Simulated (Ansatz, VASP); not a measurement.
**Mo in VASP and in Ansatz**

```
Mo
1.0
    -1.56797    1.56797    1.58381
     1.56797   -1.56797    1.58381
     1.56797    1.56797   -1.58381
Mo
1
Direct
  0.00000 0.00000 0.00000
```

Change from the starting cell: strain = -0.01.

Alike in both runs: task single point; functional PBE; k mesh 12 × 12 × 12; occupations fermi-dirac, width 0.05 eV; no spin polarisation.

|  | VASP | Ansatz |
| --- | --- | --- |
| version | VASP 6.6.1 | Ansatz 0.2.0 |
| potentials or method | VASP PAW PBE potentials, release 64 (Mo_sv) | Ansatz PAW |
| plane-wave cutoff (eV) | 520 | 420 |
| valence electrons in the cell | 14 | 14 |

```tsv
	VASP	Ansatz	Ansatz less VASP
gap on the k mesh at the Fermi level (eV)	none	none	-
pressure (GPa)	4.0	3.5	-0.54
largest component of the traceless stress (GPa)	2.41	2.41	-0.001
```

A gap of «none» marks a metal or a gap that the smearing closes. The functional is the same, so the differences come from potentials, cutoffs and numerics.
